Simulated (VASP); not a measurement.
# PtS2 (P-3m1) in VASP: settings compared, part 2 of 3

VASP 6.6.1. The steps go on from the part before.

## (3) Relaxation of cell and atoms, RPBE+D4

Input file INCAR:

```
ALGO = Normal ; EDIFF = 1E-6
EDIFFG = -0.02 ; ENCUT = 600
GGA = RP ; IBRION = 2
ISIF = 3 ; ISMEAR = -1
IVDW = 13 ; LASPH = True
LCHARG = False ; LREAL = False
LWAVE = False ; NELM = 100
NSW = 60 ; PREC = Accurate
SIGMA = 0.05
```

Input file KPOINTS:

```
k-points
0
Gamma
  9 9 5
```

Input file POSCAR:

```
PtS2
1.0
    3.5432000000      0.0000000000      0.0000000000
   -1.7716000000      3.0685012107      0.0000000000
    0.0000000000      0.0000000000      5.0388000000
Pt S
1 2
Direct
    0.0000000000      0.0000000000      0.0000000000
    0.6666666667      0.3333333333      0.7730000000
    0.3333333333      0.6666666667      0.2270000000
```

Potentials or basis: VASP PAW PBE potentials, release 64 (Pt, S).

Started as:

```sh
> cat potpaw_PBE.64/Pt/POTCAR potpaw_PBE.64/S/POTCAR > POTCAR
> mpirun -np 1 vasp_std > vasp.out
```

OUTCAR:

```text
EDIFF = 1E-6
   EDIFFG = -0.02
   ENCUT = 600
   GGA = RP
   IBRION = 2
   ISIF = 3
   ISMEAR = -1
   IVDW = 13
   LASPH = True
   LREAL = False
   NELM = 100
   NSW = 60
   PREC = Accurate

 ion  position               nearest neighbor table
   1  0.000  0.000  0.000-   2 2.34   3 2.34   2 2.34   3 2.34   2 2.34   3 2.34
   2  0.667  0.333  0.773-   1 2.34   1 2.34   1 2.34
   3  0.333  0.667  0.227-   1 2.34   1 2.34   1 2.34

  LATTYP: Found a hexagonal cell.
 ALAT       =     3.5432000000
 C/A-ratio  =     1.4221043125

  Lattice vectors:

 A1 = (   3.5432000000,   0.0000000000,   0.0000000000)
 A2 = (  -1.7716000000,   3.0685012107,   0.0000000000)
 A3 = (   0.0000000000,   0.0000000000,   5.0388000000)

Analysis of symmetry for initial positions (statically):
=====================================================================
 Subroutine PRICEL returns:
 Original cell was already a primitive cell.

 Routine SETGRP: Setting up the symmetry group for a
 hexagonal supercell.

 Subroutine GETGRP returns: Found 12 space group operations
 (whereof 12 operations were pure point group operations)
 out of a pool of 24 trial point group operations.

The static configuration has the point symmetry D_3d.

Analysis of symmetry for dynamics (positions and initial velocities):
=====================================================================
 Subroutine PRICEL returns:
 Original cell was already a primitive cell.

 Routine SETGRP: Setting up the symmetry group for a
 hexagonal supercell.

 Subroutine GETGRP returns: Found 12 space group operations
 (whereof 12 operations were pure point group operations)
 out of a pool of 24 trial point group operations.

The dynamic configuration has the point symmetry D_3d.

 Subroutine INISYM returns: Found 12 space group operations
 (whereof 12 operations are pure point group operations),
 and found     1 'primitive' translations

----------------------------------------------------------------------------------------

                                     Primitive cell

  volume of cell :      54.7834

  direct lattice vectors                    reciprocal lattice vectors
     3.543200000  0.000000000  0.000000000     0.282230752  0.162946001  0.000000000
    -1.771600000  3.068501211  0.000000000     0.000000000  0.325892001  0.000000000
     0.000000000  0.000000000  5.038800000     0.000000000  0.000000000  0.198459951

  length of vectors
     3.543200000  3.543200000  5.038800000     0.325892001  0.325892001  0.198459951

  position of ions in fractional coordinates (direct lattice)
     0.000000000  0.000000000  0.000000000
     0.666666667  0.333333333  0.773000000
     0.333333333  0.666666667  0.227000000

  ion indices of the primitive-cell ions
   primitive index   ion index
                 1           1
                 2           2
                 3           3

----------------------------------------------------------------------------------------

 KPOINTS: k-points

Automatic generation of k-mesh.
 Grid dimensions read from file:
 generate k-points for:    9    9    5

 Generating k-lattice:

  Cartesian coordinates                     Fractional coordinates (reciprocal lattice)
     0.031358972  0.018105111  0.000000000     0.111111111  0.000000000  0.000000000
     0.000000000  0.036210222  0.000000000     0.000000000  0.111111111  0.000000000
     0.000000000  0.000000000  0.039691990     0.000000000  0.000000000  0.200000000

  Length of vectors
     0.036210222  0.036210222  0.039691990

[... 49 lines left out ...]
   LSORBIT =      F    spin-orbit coupling
   LASPH  =      T    aspherical Exc in radial PAW
   ENCUT  =  600.0 eV  44.10 Ry    6.64 a.u.   7.08  7.08 10.06*2*pi/ulx,y,z
   NELM   =    100;   NELMIN=  2; NELMDL= -5     # of ELM steps
   EDIFF  = 0.1E-05   stopping-criterion for ELM
   LREAL  =      F    real-space projection
   EDIFFG = -.2E-01   stopping-criterion for IOM
   NSW    =     60    number of steps for IOM
   IBRION =      2    ionic relax: 0-MD 1-quasi-New 2-CG
   NFREE  =      1    steps in history (QN), initial steepest desc. (CG)
   ISIF   =      3    stress and relaxation
   ISYM   =      2    0-nonsym 1-usesym 2-fastsym
   POTIM  = 0.5000    time-step for ionic-motion
   TEBEG  =    0.0;   TEEND  =   0.0 temperature during run
   PSTRESS=    0.0 pullay stress
   NELECT =      22.0000    total number of electrons
   NUPDOWN=      -1.0000    fix difference up-down
   EMIN   =  10.00;   EMAX   =-10.00  energy-range for DOS
   EFERMI =   0.00;   METHOD = LEGACY
   ISMEAR =    -1;   SIGMA  =   0.05  broadening in eV -4-tet -1-fermi 0-gaus
   EFERMI_NEDOS =   21; number of points for ismear=-14 and -15
   IALGO  =     38    algorithm
   IMIX   =      4    mixing-type and parameters
     AMIX     =   0.40;   BMIX     =  1.00
     AMIX_MAG =   1.60;   BMIX_MAG =  1.00
  volume/ion in A,a.u.               =      18.26       123.23
  Fermi-wavevector in a.u.,A,eV,Ry     =   1.207812  2.282434 19.848315  1.458810
  Thomas-Fermi vector in A             =   2.343439
   LORBIT       =      0    0 simple, 1 ext, 2 COOP (PROOUT), +10 PAW based schemes
   GGA     = RP    functional components
   LHFCALC =     F    Hartree Fock is set to
   AEXX    =    0.0000 exact exchange contribution
   IVDW    =    13    specifies the selected vdW correction
   LEPSILON=     F    determine dielectric tensor
   LRPA    =     F    only Hartree local field effects (RPA)
 conjugate gradient relaxation of ions
 non-spin polarized calculation
  energy-cutoff  :      600.00
  volume of cell :       54.78
 maximum number of plane-waves:      1863
   NGX = 15   NGY = 15   NGZ = 21

--------------------------------------- Ionic step        1  -------------------------------------------

 number of electron      22.0000001 magnetization

 Free energy of the ion-electron system (eV)
  ---------------------------------------------------
  ext. energy  EPLUGINS =         0.00000000
  ---------------------------------------------------
  free energy    TOTEN  =       -13.90465814 eV

  energy without entropy =      -13.90465578  energy(sigma->0) =      -13.90465696

------------------------ aborting loop because EDIFF is reached ----------------------------------------

  DFT-D4 for vdW energy calculation

  Edisp (eV):   -2.69120
[... 108 lines left out ...]
  FREE ENERGIE OF THE ION-ELECTRON SYSTEM (eV)
  ---------------------------------------------------
  free  energy   TOTEN  =       -16.6619644368 eV

  energy  without entropy=      -16.6619583056  energy(sigma->0) =      -16.66196137

 E-fermi :  10.7017     XC(G=0): -11.9807

 val. band max:       10.4584691162   @ k =   0.0000   0.0000   0.2000
 cond. band min:      10.7351538440   @ k =   0.0000   0.1111   0.2000
 fundamental gap:      0.2766847278
 Fermi energy:        10.7016668455

 k-point     1 :       0.0000    0.0000    0.0000
  band No.  band energies     occupation
      1      -6.7470      2.00000
      2      -1.4561      2.00000
      3       2.0240      2.00000
      4       2.6040      2.00000
      5       2.6040      2.00000
      6       6.0109      2.00000
      7       6.0109      2.00000
      8       8.1866      2.00000
      9       8.9184      2.00000
     10       8.9184      2.00000
     11      11.3089      0.00001
     12      11.3089      0.00001
     13      11.3350      0.00001
     14      13.2627      0.00000
[... 403 lines left out ...]
      4       3.1208      2.00000
      5       3.5423      2.00000
      6       5.0088      2.00000
      7       5.7340      2.00000
      8       6.7712      2.00000
      9       7.6601      2.00000
     10       8.5997      2.00000
     11       9.7102      2.00000
     12      11.6310      0.00000
     13      11.9333      0.00000
     14      15.6917      0.00000
     15      17.1252      0.00000

 [... further k-points ...]

[... ionic steps 4 to 18 ...]

--------------------------------------- Ionic step       19  -------------------------------------------

 number of electron      21.9999997 magnetization

------------------------ aborting loop because EDIFF is reached ----------------------------------------
[... 77 lines left out ...]
--------------------------------------- Ionic step       21  -------------------------------------------

 number of electron      21.9999997 magnetization

 Free energy of the ion-electron system (eV)
  ---------------------------------------------------
  ext. energy  EPLUGINS =         0.00000000
  ---------------------------------------------------
  free energy    TOTEN  =       -13.75077593 eV

  energy without entropy =      -13.74884009  energy(sigma->0) =      -13.74980801

 E-fermi :   8.8379     XC(G=0): -11.2947

 val. band max:        8.7256632101   @ k =   0.0000   0.1111   0.2000
 cond. band min:       8.9415695835   @ k =  -0.1111   0.3333   0.4000
 fundamental gap:      0.2159063734
 Fermi energy:         8.8379117434

 k-point     1 :       0.0000    0.0000    0.0000
  band No.  band energies     occupation
      1      -7.4791      2.00000
      2      -3.5078      2.00000
      3       0.9387      2.00000
      4       1.6288      2.00000
      5       1.6288      2.00000
      6       4.5687      2.00000
      7       4.5687      2.00000
      8       6.3368      2.00000
      9       7.2358      2.00000
     10       7.2358      2.00000
     11       9.1711      0.00255
     12       9.6984      0.00000
     13       9.6984      0.00000
     14      12.1555      0.00000
[... 449 lines left out ...]
  FREE ENERGIE OF THE ION-ELECTRON SYSTEM (eV)
  ---------------------------------------------------
  free  energy   TOTEN  =       -16.8184154088 eV

  energy  without entropy=      -16.8164795692  energy(sigma->0) =      -16.81744749

 reached required accuracy - stopping structural energy minimisation
```

OSZICAR:

```text
N       E                     dE             d eps       ncg     rms          rms(c)
DAV:   1     0.131058891849E+03    0.13106E+03   -0.11515E+04  1516   0.147E+03
[... 201 lines left out ...]
  20 F= -.16818177E+02 E0= -.16817218E+02  d E =-.308379E-03
       N       E                     dE             d eps       ncg     rms          rms(c)
DAV:   1    -0.137509430516E+02    0.33745E-02   -0.23970E-02  1500   0.111E+00    0.102E-01
DAV:   2    -0.137508115656E+02    0.13149E-03   -0.13351E-03  1983   0.280E-01    0.733E-02
DAV:   3    -0.137507833440E+02    0.28222E-04   -0.65358E-05  1738   0.570E-02    0.311E-02
DAV:   4    -0.137507754859E+02    0.78581E-05   -0.21193E-05  1766   0.391E-02    0.111E-02
DAV:   5    -0.137507759333E+02   -0.44738E-06   -0.16075E-06  1000   0.117E-02
  21 F= -.16818415E+02 E0= -.16817447E+02  d E =-.546930E-03
```

Wall time 8.2 min (1 thread of Intel Xeon Platinum 8259CL at 2.50GHz (Skylake/Cascade Lake), shared host); peak memory 0.23 GiB.

What came out:

```yaml
Free_energy: -16.8184 eV
Relaxed_volume: 16.31 Å³/atom
Relaxed_cell: a = 3.572 Å, b = 3.572 Å, c = 4.430 Å, α = 90.00°, β = 90.00°, γ = 120.00°
Space_group_after_relaxing_to_0.05_Å: P-3m1 (No. 164)
Energy_gained_by_relaxing: 74.2 meV/atom
Ionic_steps: 21
Pressure_after_relaxing: 0.0 GPa
Largest_force_after_relaxing: 0.019 eV/Å
Band_gap_on_the_k_mesh: none (metal or under the smearing width)
Dispersion_energy_per_atom: -1.023 eV
```

Forces in eV/Å, atoms in the order of the input:
```
Pt   0.000  0.000  0.000
S    0.000  0.000 -0.019
S    0.000  0.000  0.019
```

Step by step:
```csv
step,energy change (eV),largest force (eV/Å),pressure (GPa),volume (Å³)
1,0.0000,1.3200,5.58,54.78
2,0.0748,0.6445,-10.40,59.98
3,-0.0661,0.4364,-1.90,56.78
4,-0.0962,0.2935,-1.47,55.85
5,-0.1171,0.0490,-0.64,54.33
6,-0.1373,0.1578,0.32,53.25
7,-0.1756,0.4956,4.05,50.00
8,0.0136,0.8990,17.59,43.52
9,-0.1620,0.7333,5.91,49.43
10,-0.1648,0.7219,5.83,49.35
11,-0.1728,0.6898,5.63,49.13
12,-0.1864,0.6203,5.26,48.68
13,-0.2017,0.4564,4.72,47.77
14,-0.2018,0.3629,4.61,47.32
15,-0.2088,0.3079,3.68,47.64
16,-0.2208,0.1465,1.08,48.58
17,-0.2220,0.0766,0.03,49.00
18,-0.2220,0.0713,-0.06,49.03
19,-0.2221,0.0658,-0.08,49.02
20,-0.2223,0.0501,-0.05,49.00
21,-0.2226,0.0187,-0.02,48.94
```

Final structure:
```yaml
crystal:
  lattice:
    - [3.57154, 0.00000, 0.00000]
    - [-1.78577, 3.09304, 0.00000]
    - [0.00000, 0.00000, 4.43049]
  atoms:
    - { symbol: Pt, position: [0.00000, 0.00000, 0.00000] }
    - { symbol: S, position: [0.66667, 0.33333, 0.72907] }
    - { symbol: S, position: [0.33333, 0.66667, 0.27093] }
```

Caveat: the PAW data sets were made with another functional, which shifts forces and pressure a little; the volume moved by -11 % from the deposited cell, more than functionals usually miss; pairwise dispersion overbinds metals, which lowers pressure and volume. Spin-orbit coupling is left out, which matters for the levels of Pt.

## (4) Relaxation of cell and atoms, revPBE+D3

Input file INCAR:

```
PREC     = Accurate       # precision mode
ENCUT    = 600            # plane-wave cutoff, eV
EDIFF    = 1E-6           # SCF threshold, eV
ISMEAR   = -1             # smearing method
SIGMA    = 0.05           # smearing width, eV
LREAL    = F              # projectors in reciprocal space
LASPH    = T              # aspherical terms in the spheres
NELM     = 100            # most SCF steps
ALGO     = Normal         # electronic algorithm
ISIF     = 3              # what is computed and relaxed
LWAVE    = F              # write WAVECAR
LCHARG   = F              # write CHGCAR
GGA      = RE             # functional
IVDW     = 11             # dispersion correction
IBRION   = 2              # ionic algorithm
NSW      = 60             # ionic steps
EDIFFG   = -0.01          # ionic threshold
```

Input file KPOINTS:

```
regular mesh
0
Gamma
  9 9 5
```

POSCAR is that of step 3.

Started as:

```sh
> cat potpaw_PBE.64/Pt/POTCAR potpaw_PBE.64/S/POTCAR > POTCAR
> mpirun -np 1 vasp_std > vasp.out
```

Wall time 11 min (1 thread of Intel Xeon Platinum 8259CL at 2.50GHz (Skylake/Cascade Lake), shared host); peak memory 0.24 GiB.

Results (log left out):

```
Free energy                            : -16.0916 eV
Relaxed volume                         : 16.53 Å³/atom
Relaxed cell                           : a = 3.611 Å, b = 3.611 Å, c = 4.390 Å, α = 90.00°, β = 90.00°, γ = 120.00°
Space group after relaxing (to 0.05 Å) : P-3m1 (No. 164)
Energy gained by relaxing              : 81.3 meV/atom
Ionic steps                            : 31
Pressure after relaxing                : 0.0 GPa
Largest force after relaxing           : 0.004 eV/Å
Band gap on the k mesh                 : none (metal or under the smearing width)
Dispersion energy per atom             : -0.700 eV
```

Forces on the atoms (eV/Å):
```
Pt   0.000  0.000  0.000
S    0.000  0.000  0.004
S    0.000  0.000 -0.004
```

The path:
```
step  energy change (eV)  largest force (eV/Å)  pressure (GPa)  volume (Å³)
   1              0.0000                1.3929            8.86        54.78
   2              0.1910                0.9850          -12.71        63.18
   3             -0.1104                0.3356           -1.18        57.71
   4             -0.1105                0.3659           -0.89        57.61
   5             -0.1242                0.2505           -0.65        57.09
   6             -0.1332                0.0599           -0.25        56.23
   7             -0.1424                0.0570           -0.39        55.70
   8             -0.1722                0.0690           -0.69        54.08
   9             -0.2349                0.0990           -0.49        50.76
  10              0.2044                0.9012           11.63        43.85
  11             -0.2286                0.4050            1.38        50.29
  12             -0.1861                0.0974            4.41        47.11
  13             -0.2312                0.4206            2.00        49.54
  14             -0.2306                0.3683            2.44        48.87
  15             -0.2329                0.2602            1.84        48.80
  16             -0.2332                0.1952            1.49        48.76
  17             -0.2352                0.1760            1.16        48.90
  18             -0.2396                0.1165            0.23        49.31
  19             -0.2406                0.0078           -1.50        50.14
  20             -0.2414                0.0405           -0.88        49.83
  21             -0.2427                0.0469           -0.54        49.78
  22             -0.2436                0.0551           -0.09        49.73
  23             -0.2436                0.0575            0.05        49.71
  24             -0.2436                0.0578            0.07        49.71
  25             -0.2436                0.0580            0.05        49.71
  26             -0.2437                0.0414           -0.02        49.72
  27             -0.2438                0.0072           -0.22        49.75
  28             -0.2439                0.0046           -0.08        49.68
  29             -0.2439                0.0033            0.01        49.64
  30             -0.2439                0.0015            0.00        49.62
  31             -0.2440                0.0040           -0.03        49.58
```

Final structure:
```
CELL_PARAMETERS angstrom
3.61143 0.00000 0.00000
-1.80572 3.12759 0.00000
0.00000 0.00000 4.38979
ATOMIC_POSITIONS crystal
Pt 0.00000 0.00000 0.00000
S 0.66667 0.33333 0.72885
S 0.33333 0.66667 0.27115
```

Levels at points of the mesh, in eV from the Fermi level:
| k point | band 7 | band 8 | band 9 | band 10 | band 11 | band 12 | band 13 | band 14 | band 15 |
| --- | --- | --- | --- | --- | --- | --- | --- | --- | --- |
| (0.00, 0.00, 0.00) | -4.11 | -2.35 | -1.56 | -1.56 | 0.40 | 0.85 | 0.85 | 3.33 | 5.16 |

Caveat: the PAW data sets were made with another functional, which shifts forces and pressure a little; pairwise dispersion overbinds metals, which lowers pressure and volume.

(Continued in part 3 of 3.)
